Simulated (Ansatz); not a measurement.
# CoPdO2 (R-3m) in Ansatz: notebook

Aim: see how the results for CoPdO2 move with the level of theory and the settings. Levels: PBEsol, PBE, BLYP+D4, PBE+D4. Tasks: relaxation of cell and atoms, single point.

All numbers are computed with Ansatz 0.2.0; they aren't measurements. Logs are shortened: lines on timing, memory, paths and dates and some standing lists are left out, and cuts for length are marked.

## (1) Starting point

Symmetry: R-3m, No. 166, trigonal system. The conventional cell has a = 2.863 Å, b = 2.863 Å, c = 17.873 Å, α = 90.00°, β = 90.00°, γ = 120.00°. Pd (site symmetry -3m) has 2 O at 2.01 Å as nearest neighbours. Co (site symmetry -3m) is surrounded by 6 O at 1.92 Å. Around O (site symmetry 3m) lie 3 Co at 1.92 Å and 1 Pd at 2.01 Å.

The cell is a database's computed one.

## (2) Relaxation of cell and atoms, PBEsol, collinear spin, ferromagnetic start

input.yaml

```yaml
crystal:
  lattice:
    - [1.4316899074, 0.8265865534, 5.9577715763]
    - [-1.4316899074, 0.8265865534, 5.9577715763]
    - [0.0, -1.6531731068, 5.9577715763]
  atoms:
    - { symbol: Pd, position: [0.0, 0.0, 0.0] }
    - { symbol: Co, position: [0.5, 0.5, 0.5], spin: 2.0 }
    - { symbol: O, position: [0.112476, 0.112476, 0.112476] }
    - { symbol: O, position: [0.887524, 0.887524, 0.887524] }
hamiltonian:
  xc: pbesol
  pseudopotentials: { kind: paw }
magnetization:
  spin_polarized: true
kpoints:
  mp_grid: { grid: [11, 11, 11] }
scf:
  occupations: { method: fermi_dirac, width: 0.05 }
output:
  forces: true
  stress: true
  eigenvalues: true
relax:
  f_tol: 0.01
  max_steps: 40
  cell: { stress_tol: 0.05 }
```

Potentials or basis: Ansatz PAW.

Launch:

```sh
> ansatz run input.yaml --threads 2 --pin off --max-ram 5632MiB --backend cpu --events-out ev --progress --plain --runs-dir out
```

The log of the run:

```text
Warning: RAYON_NUM_THREADS=2 ignored (pool sized by the plan → 2); use --threads N
basis.fft_grid_basis auto: the FFT boxes are laid along the combinations [[1, 0, -1], [0, 1, -1], [0, 0, 1]] of the cell's own vectors, 2.863, 2.863 and 6.183 Å long. The dense box has 20×20×45 points. Along the cell's own vectors, as sized, it would have 45×45×45, 5.06 times as many. Of the 12 symmetry operations that the crystal satisfies within crystal.symmetry.tolerance (time reversal apart; of a slab, those that keep its plane) the dense box along the cell's own vectors carries 12, and the one as laid loses 8 of those. basis.fft_grid_basis: typed keeps the cell's own vectors: state it where this run's energies or levels are differenced outside the engine with another run's, or held beside a run that keeps those vectors.
Engine: ansatz 0.2.0, x86_64-unknown-linux-gnu
Pseudopotentials: kind: paw
Pseudopotential: Pd, paw, valence charge 18, recommended cutoff 420 eV (normal), Pd.paw.azcp
Pseudopotential: Co, paw, valence charge 17, recommended cutoff 420 eV (normal), Co.paw.azcp
Pseudopotential: O, paw, valence charge 6, recommended cutoff 420 eV (normal), O.paw.azcp
Functional definition: PBEsol
  exchange = pbesol_x
  correlation = pbesol_c
Crystal: 4 atoms, lattice volume = 42.303 Å³
Basis set: ecut = 420 eV, 829 PW (Γ), FFT grids on a1−a3, a2−a3, a3, exchange–correlation on 40×40×90 points (8 copies of the dense FFT grid, shifted against one another)
Bands: 30, of which v1, the nominal top of the filled ones, is band 24 counted from 1 (23 counted from 0)
Symmetry: 12 space group operations
Space group: R-3m (ITA 166), of the structure as read, at distance tolerance 3.5e-5 Å
Magnetic group: BNS 166.97 (UNI 1327), of the structure as read, at distance tolerance 3.5e-5 Å
k-points: 146 of 1331
Non-local potential: Pd, projectors of the file, l = 0: 2, l = 1: 2, l = 2: 2, l = 3: 1
Non-local potential: Co, projectors of the file, l = 0: 3, l = 1: 2, l = 2: 3, l = 3: 1
Non-local potential: O, projectors of the file, l = 0: 2, l = 1: 2, l = 2: 1
PAW form: soft (Blöchl's): semilocal exchange-correlation on the pseudo side does not see the compensation charge
PAW frozen core: Pd, regenerated for the run's functional, and the local potential with it (the file was generated under x = pbe(κ = 0.804, μ = 0.2195149727645171), c = pbe(β = 0.06672455060314922))
PAW frozen core: Co, regenerated for the run's functional, and the local potential with it (the file was generated under x = pbe(κ = 0.804, μ = 0.2195149727645171), c = pbe(β = 0.06672455060314922))
PAW frozen core: O, regenerated for the run's functional, and the local potential with it (the file was generated under x = pbe(κ = 0.804, μ = 0.2195149727645171), c = pbe(β = 0.06672455060314922))
PAW one-centre angular grid: Pd, 590 points (default); XC on 64 Gauss nodes
PAW one-centre angular grid: Co, 590 points (default); XC on 64 Gauss nodes
PAW one-centre angular grid: O, 110 points (default); XC on 64 Gauss nodes
Initial density: superposition of atomic densities (chi_scale 0.1, normalization cell, long waves kept (reshape's long-wave potential 0.33 eV rms))
Starting moments: Σ|m| = 2 μB on 1 of 4 sites
Initial wavefunctions: pseudopotential atomic-orbital guess
Functional: x = pbesol(κ = 0.804, μ = 0.12345679012345678), c = pbesol(β = 0.046)
SCF iter   1: F=—  HF=-13117.687136 eV  |F-HF|=—  |Δ(HF+E_count)|=         —  Δρ=1.06e-1 (↑8.82e-2 ↓1.06e-1)  dr2=1.95e1  dr2_m=1.62e-1  M=1.438 μB ∫|m|=1.779 μB  β_m=0.30  ethr=3.10e-3  ⟨swp⟩=5.5  Hψ=32372  notcnv=0
Mixer restart at iter 1: flushing history
preconditioner: auto → Kerker (q_TF=auto, 2.777 Å⁻¹)  [metal: Δε(μ)=0.004 eV  Ē_g=11.352 eV  σ=0.050 eV  W_gap=0.02  n_scr=16 (ndim 8)  ℏωp=31.8 eV  f_vac=0.000  D(μ)=7.02/eV (n_scr^D=130)]
spin=Collinear: Kerker preconditioning applied to the charge; magnetization (m = ρ↑ − ρ↓) channel mixes plain (no charge-response kernel on spin).
[... 138 lines left out ...]
Free energy (F): -13119.867622 eV
Harris-Foulkes:  -13119.867622 eV  (|F-HF|=1.82e-11)
Internal energy: -13119.865377 eV  (E = F + TS)
E sigma→0 (E₀):  -13119.866499 eV
Entropy (-TS):   -0.002245 eV (-0.561 meV/atom)
Fermi energy:    15.049818 eV
--- Per-component energies (eV) ---
  E_band       = -478.548196
  E_kinetic    = 1313.640875
  E_local      = -5951.306837  (includes V_loc(G=0)·N_el)
  E_nonlocal   = 772.737632
  E_hartree    = 2434.442849
  E_xc         = -469.456440
  E_vxc        = -600.592437  (∫ρ·V_xc dr)
  E_paw        = -5469.127840  (= ΣΔE_a)
  E_vpaw       = -881.918336  (= ΣTr[D̂ρ^β])
  E_aug_tail   = 0.004948  (compensation charges beyond the density's cutoff)
  E_ewald      = -5751.362083
  E_core_change = 0.561519  (= ΣΔE_core)
  E_smearing   = -0.002245  (= −TS)
  E_closure    = 0.000000  (closes the sum)
  Σ components = -13119.867622   (vs F -13119.867622, Δ=0.00e0)
--- Forces (eV/Å), atoms counted from 1 ---
  atom   1  Pd     0.00000000     0.00000000     0.00000000
  atom   2  Co    -0.00000000     0.00000000     0.00000000
  atom   3  O      0.00000000     0.00000000    -0.00001645
  atom   4  O     -0.00000000    -0.00000000     0.00001645
  max |Σ_I F_I| component: 9.25e-18 eV/Å
--- Stress (GPa, compression-positive) ---
       -0.009565       0.000000      -0.000000
        0.000000      -0.009565      -0.000000
       -0.000000      -0.000000      -0.008599
  P = ⅓ Tr σ = -0.0092 GPa (-0.092 kbar)
--- Band table (eV; the first three rows and the last of 292) ---
  k-point 0 ↑: bands = ["-80.0367", "-69.3003", "-43.4639", "-43.4639", "-43.4043", "-35.4450", "-34.7215", "-34.7215", "-6.0813", "-4.0221", "6.2420", "8.7810", "8.7810", "9.8770", "11.0816", "12.2304", "12.2304", "12.5356", "12.5356", "13.4395", "13.4395", "13.6859", "13.6859", "14.1958", "17.3382", "17.3382", "18.2025", "21.4578", "24.6582", "27.2694"]
  k-point 1 ↑: bands = ["-80.0360", "-69.2982", "-43.4705", "-43.4654", "-43.4033", "-35.4426", "-34.7410", "-34.7263", "-5.9787", "-4.0167", "6.3535", "8.5392", "8.8332", "10.0390", "11.2980", "11.7276", "11.9216", "12.4632", "12.7072", "13.3274", "13.4525", "13.7736", "13.9156", "14.2310", "17.1206", "17.2600", "18.3395", "21.8914", "24.8875", "27.6557"]
  k-point 2 ↑: bands = ["-80.0343", "-69.2926", "-43.4884", "-43.4696", "-43.4005", "-35.4362", "-34.7932", "-34.7392", "-5.6904", "-4.0063", "6.6561", "8.0942", "8.9738", "10.0685", "11.0275", "11.3845", "11.6225", "12.3680", "12.9933", "13.1397", "13.4395", "13.9027", "14.3156", "14.3473", "16.7014", "17.0767", "18.6071", "22.9193", "25.5067", "28.6371"]
  k-point 145 ↓: bands = ["-80.0360", "-69.2982", "-43.4705", "-43.4654", "-43.4033", "-35.4427", "-34.7410", "-34.7263", "-5.8055", "-4.2979", "7.5953", "8.3336", "8.9412", "9.6108", "10.2875", "11.0922", "11.4078", "12.4488", "12.6992", "13.5277", "13.6008", "14.2609", "14.4643", "14.7807", "16.7766", "16.9617", "19.4189", "20.8680", "24.7932", "27.7164"]
--- Relaxed structure (6 steps of the walk, 6 accepted, 2 SCFs on fresh bases) ---
  F+E_penalty+E_count = -13119.86762197 eV   max|allowed force component| = 1.645e-5 eV/Å   (the final SCF, on the basis selected at the relaxed cell)
  cell:  # Å, volume = 40.2810 Å³
    - [1.4073342980878485, 0.8125248358408123, 5.871035739408823]
    - [-1.4073342980878485, 0.8125248358408123, 5.871035739408823]
    - [-3.1108935368030465e-33, -1.6250496716816245, 5.871035739408823]
  atoms:
    - { symbol: Pd, position: [3.639623166482118e-20, 3.639623166482111e-20, 3.639623166482086e-20] }
    - { symbol: Co, position: [0.49999999999999994, 0.49999999999999994, 0.49999999999999994] }
    - { symbol: O, position: [0.11255469270040269, 0.11255469270040269, 0.11255469270040269] }
    - { symbol: O, position: [0.8874453072995971, 0.8874453072995971, 0.8874453072995971] }
```

Run time: 3.2 min. Hardware: 2 threads of Intel Xeon at 2.50GHz (Skylake/Cascade Lake), shared host; peak memory 0.6 GiB.

Results:

- Free energy: -13119.8676 eV
- Relaxed volume: 10.07 Å³/atom
- Relaxed cell: a = 6.092 Å, b = 6.092 Å, c = 6.092 Å, α = 26.71°, β = 26.71°, γ = 26.71°
- Space group after relaxing (to 0.05 Å): R-3m (No. 166)
- Energy gained by relaxing: 17.5 meV/atom
- Ionic steps: 8
- Pressure after relaxing: 0.0 GPa
- Band gap on the k mesh: none (metal or under the smearing width)
- Net moment: 0.00 μB per cell
- Absolute moment: 0.00 μB per cell

The path:
```
step  energy change (eV)  largest force (eV/Å)  volume (Å³)
   1              0.0000                0.2378        42.30
   2             -0.0630                0.2591        41.00
   3             -0.0772                0.0759        40.26
   4             -0.0773                0.0201        40.32
   5             -0.0772                0.0005        40.33
   6             -0.0700                0.0012        40.33
   7             -0.0703                0.0002        40.28
   8             -0.0701                0.0000        40.28
```

Final structure:
```yaml
crystal:
  lattice:
    - [1.40733, 0.81252, 5.87104]
    - [-1.40733, 0.81252, 5.87104]
    - [0.00000, -1.62505, 5.87104]
  atoms:
    - { symbol: Pd, position: [0.00000, 0.00000, 0.00000] }
    - { symbol: Co, position: [0.50000, 0.50000, 0.50000] }
    - { symbol: O, position: [0.11255, 0.11255, 0.11255] }
    - { symbol: O, position: [0.88745, 0.88745, 0.88745] }
```

Caveat: the starting moments collapsed, and a magnetic state may lie lower; the plane-wave basis is chosen anew once the cell has moved, so the energies of steps on either side of that aren't comparable; the pressure holds a Pulay correction of +0.8 GPa for the finite cutoff; semilocal functionals often make such compounds metallic where correlation or magnetic order opens a gap, which also shifts bond lengths; the PAW data sets come from PBE, with cores solved anew for the run's functional, which leaves a small shift of forces and pressure; the starting moments weren't kept.

## (3) Single point, PBE, collinear spin, ferromagnetic start

Edit input.yaml of step 2 so:

```diff
@@ -11,3 +11,3 @@
 hamiltonian:
-  xc: pbesol
+  xc: pbe
   pseudopotentials: { kind: paw }
@@ -18,3 +18,3 @@
 scf:
-  occupations: { method: fermi_dirac, width: 0.05 }
+  occupations: { method: gaussian, width: 0.03 }
 output:
@@ -23,5 +23 @@
   eigenvalues: true
-relax:
-  f_tol: 0.01
-  max_steps: 40
-  cell: { stress_tol: 0.05 }
```

Potentials or basis: Ansatz PAW.

Launch:

```sh
> ansatz run input.yaml --threads 2 --pin off --max-ram 5632MiB --backend cpu --events-out ev --progress --plain --runs-dir out
```

Run time: 32 s. Hardware: 2 threads of Intel Xeon at 2.50GHz (Skylake/Cascade Lake), shared host; peak memory 0.57 GiB.

The run converged. Its results:

| Item | Value |
| --- | --- |
| Free energy | -13232.3096 eV |
| Pressure | -1.0 GPa |
| Largest force | 0.149 eV/Å |
| Band gap on the k mesh | none (metal or under the smearing width) |
| Net moment | 0.00 μB per cell |
| Absolute moment | 0.00 μB per cell |

Forces in eV/Å, atoms in the order of the input:
```
Pd   0.000  0.000  0.000
Co   0.000  0.000  0.000
O    0.000  0.000  0.149
O    0.000  0.000 -0.149
```

Stress tensor (GPa, compression positive):
```
-0.94  0.00  0.00
 0.00 -0.94  0.00
 0.00  0.00 -1.20
```

Levels at points of the mesh, in eV from the Fermi level:
Spin up:
```
           k point  band 21  band 22  band 23  band 24  band 25  band 26  band 27  band 28
(0.00, 0.00, 0.00)    -1.40    -1.16    -1.16    -0.71     2.30     2.30     3.09     6.63
```
Spin down:
| k point | band 21 | band 22 | band 23 | band 24 | band 25 | band 26 | band 27 | band 28 |
| --- | --- | --- | --- | --- | --- | --- | --- | --- |
| (0.00, 0.00, 0.00) | -1.40 | -1.16 | -1.16 | -0.71 | 2.30 | 2.30 | 3.09 | 6.63 |

Caveat: the starting moments collapsed, and a magnetic state may lie lower; the pressure holds a Pulay correction of +0.7 GPa for the finite cutoff; semilocal functionals often make such compounds metallic where correlation or magnetic order opens a gap, which also shifts bond lengths; the starting moments weren't kept. With open d or f shells a metallic result of PBE can be an artefact of self-interaction; +U or a hybrid may open a gap.

## (4) Relaxation of cell and atoms, BLYP+D4, collinear spin, ferromagnetic start

Edit input.yaml of step 3 so:

```diff
@@ -11,4 +11,5 @@
 hamiltonian:
-  xc: pbe
+  xc: blyp
   pseudopotentials: { kind: paw }
+  dispersion: d4
 magnetization:
@@ -18,3 +19,3 @@
 scf:
-  occupations: { method: gaussian, width: 0.03 }
+  occupations: { method: fermi_dirac, width: 0.05 }
 output:
@@ -23 +24,5 @@
   eigenvalues: true
+relax:
+  f_tol: 0.01
+  max_steps: 40
+  cell: { stress_tol: 0.05 }
```

Potentials or basis: Ansatz PAW.

Launch:

```sh
> ansatz run input.yaml --threads 2 --pin off --max-ram 5632MiB --backend cpu --events-out ev --progress --plain --runs-dir out
```

The log of the run:

```text
Warning: RAYON_NUM_THREADS=2 ignored (pool sized by the plan → 2); use --threads N
basis.fft_grid_basis auto: the FFT boxes are laid along the combinations [[1, 0, -1], [0, 1, -1], [0, 0, 1]] of the cell's own vectors, 2.863, 2.863 and 6.183 Å long. The dense box has 20×20×45 points. Along the cell's own vectors, as sized, it would have 45×45×45, 5.06 times as many. Of the 12 symmetry operations that the crystal satisfies within crystal.symmetry.tolerance (time reversal apart; of a slab, those that keep its plane) the dense box along the cell's own vectors carries 12, and the one as laid loses 8 of those. basis.fft_grid_basis: typed keeps the cell's own vectors: state it where this run's energies or levels are differenced outside the engine with another run's, or held beside a run that keeps those vectors.
[... 5 set-up lines as earlier in the session ...]
Functional definition: BLYP
[... 172 lines left out ...]
  k-point 145 ↓: bands = ["-80.6356", "-69.7115", "-44.0145", "-44.0105", "-43.9437", "-35.7997", "-35.1488", "-35.1365", "-5.7937", "-4.4405", "7.6278", "8.3392", "8.9070", "9.4987", "10.1965", "10.8606", "11.1480", "12.1160", "12.3428", "13.0529", "13.1066", "13.7398", "13.9471", "14.1654", "16.2657", "16.4399", "18.8025", "20.6224", "24.5918", "27.0395"]
--- Relaxed structure (4 steps of the walk, 4 accepted, 2 SCFs on fresh bases) ---
  F+E_penalty+E_count = -13261.65622246 eV   max|allowed force component| = 3.661e-4 eV/Å   (the final SCF, on the basis selected at the relaxed cell)
  cell:  # Å, volume = 42.1630 Å³
    - [1.4287028128581307, 0.8248619535956172, 5.962888309878418]
    - [-1.4287028128581307, 0.8248619535956172, 5.962888309878418]
    - [-1.3724025088746856e-33, -1.6497239071912344, 5.962888309878418]
  atoms:
    - { symbol: Pd, position: [1.8956370658761083e-21, 1.8956370658760914e-21, 1.8956370658760846e-21] }
    - { symbol: Co, position: [0.4999999999999999, 0.4999999999999999, 0.4999999999999999] }
    - { symbol: O, position: [0.11252649148706068, 0.11252649148706068, 0.11252649148706068] }
    - { symbol: O, position: [0.8874735085129392, 0.8874735085129392, 0.8874735085129392] }
```

It took 2.4 min on 2 threads of Intel Xeon at 2.50GHz (Skylake/Cascade Lake), shared host; peak memory 0.61 GiB.

Results:

```yaml
Free_energy: -13261.6562 eV
Relaxed_volume: 10.54 Å³/atom
Relaxed_cell: a = 6.187 Å, b = 6.187 Å, c = 6.187 Å, α = 26.70°, β = 26.70°, γ = 26.70°
Space_group_after_relaxing_to_0.05_Å: R-3m (No. 166)
Energy_gained_by_relaxing: 0.1 meV/atom
Ionic_steps: 6
Pressure_after_relaxing: 0.0 GPa
Band_gap_on_the_k_mesh: none (metal or under the smearing width)
Net_moment: 0.00 μB per cell
Absolute_moment: 0.00 μB per cell
```

Step by step:
```tsv
step	energy change (eV)	largest force (eV/Å)	volume (Å³)
1	0.0000	0.0624	42.30
2	-0.0009	0.0446	42.22
3	-0.0012	0.0062	42.17
4	-0.0005	0.0063	42.17
5	-0.0006	0.0003	42.16
6	-0.0005	0.0004	42.16
```

Final structure:
```cif
data_structure
_symmetry_space_group_name_H-M 'P 1'
_symmetry_Int_Tables_number 1
_cell_length_a 6.1869
_cell_length_b 6.1869
_cell_length_c 6.1869
_cell_angle_alpha 26.703
_cell_angle_beta 26.703
_cell_angle_gamma 26.703
_cell_volume 42.16
loop_
_atom_site_label
_atom_site_type_symbol
_atom_site_fract_x
_atom_site_fract_y
_atom_site_fract_z
_atom_site_occupancy
Pd1 Pd 0.00000 0.00000 0.00000 1
Co1 Co 0.50000 0.50000 0.50000 1
O1 O 0.11253 0.11253 0.11253 1
O2 O 0.88747 0.88747 0.88747 1
```

Caveat: the starting moments collapsed, and a magnetic state may lie lower; the plane-wave basis is chosen anew once the cell has moved, so the energies of steps on either side of that aren't comparable; the pressure holds a Pulay correction of +0.8 GPa for the finite cutoff; semilocal functionals often make such compounds metallic where correlation or magnetic order opens a gap, which also shifts bond lengths; pairwise dispersion overbinds metals, which lowers pressure and volume; the PAW data sets come from PBE, with cores solved anew for the run's functional, which leaves a small shift of forces and pressure; the starting moments weren't kept. With open d or f shells a metallic result of BLYP can be an artefact of self-interaction; +U or a hybrid may open a gap.

(Part 1 of 2 ends here.)
